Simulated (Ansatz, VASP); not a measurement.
## Two plane-wave programs on ZrC

```
Zr C
1.0
     0.00000    2.35021    2.35021
     2.35021    0.00000    2.35021
     2.35021    2.35021    0.00000
Zr C
1 1
Direct
  0.50000 0.50000 0.50000
  0.00000 0.00000 0.00000
```

Alike in both runs: task electric field gradients; functional PBE; k mesh 15 × 15 × 15; occupations fermi-dirac, width 0.05 eV; non-collinear spin, spin-orbit coupling.

```csv
,VASP,Ansatz
version,VASP 6.6.1,Ansatz 0.2.0
potentials or method,"VASP PAW PBE potentials, release 64 (Zr_sv, C)","PAW with Ansatz's default frozen-core files, fully relativistic files with spin-orbit coupling"
plane-wave cutoff (eV),520,420
valence electrons in the cell,16,16
```

|  | VASP | Ansatz | Ansatz less VASP |
| --- | --- | --- | --- |
| pressure (GPa) | 1.4 | 1.1 | -0.26 |
| net moment per atom (μB) | 0.00 | 0.00 | 0.000 |
| Vzz of the field gradient on the site that differs most (V/Å²) | 0.0 | 0.0 | 0.00 |

The functional is the same, so the differences come from potentials, cutoffs and numerics.
